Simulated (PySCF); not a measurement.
A species of formula C4H6O has this rotational fingerprint, computed with PBE0-D3(BJ)/def2-SVP geometry optimisation, gas phase in PySCF:

- Rotational constants: A = 8809, B = 5842, C = 4386 MHz
- Dipole components: |μa| = 0.45 D, |μb| = 0.00 D, |μc| = 0.91 D
- Inertial defect: -28.65 u·Å²
- κ: -0.34

Question: Which structure is it? (One computed conformer of each.)
A. `[OH:1][C@:2]12[CH2:3][C@H:4]1[CH2:5]2` with H–O1–C2–C3 -97°
B. `[CH2:1]=[CH:2][C:3]([CH3:4])=[O:5]` with C1–C2–C3–C4 0°
C. `[OH:1][C@H:2]1[CH:3]=[CH:4][CH2:5]1` with H–O1–C2–C3 -44°

Answer: A. It is O[C@]12C[C@H]1C2, an asymmetric top, point group Cs. The candidates at the same level (rigid rotor, commonest isotopes):

```
          SMILES  A (MHz)  B (MHz)  C (MHz)  μa (D)  μb (D)  μc (D)  Δ (u·Å²)  point group           rotor
    O[C@H]1C=CC1    10931     4857     3818    1.30    0.09    0.77    -17.91            –  asymmetric top
O[C@]12C[C@H]1C2     8809     5842     4386    0.45    0.00    0.91    -28.65           Cs  asymmetric top
       C=CC(C)=O     8986     4269     2948    2.47    1.87    0.03     -3.17      near Cs  asymmetric top
```

`O[C@H]1C=CC1` has A 24 % too high; `C=CC(C)=O` has C 33 % too low. In the right answer the mirror of this Cs structure is the ac plane, so μb vanishes by symmetry. No structure here is proved a minimum.
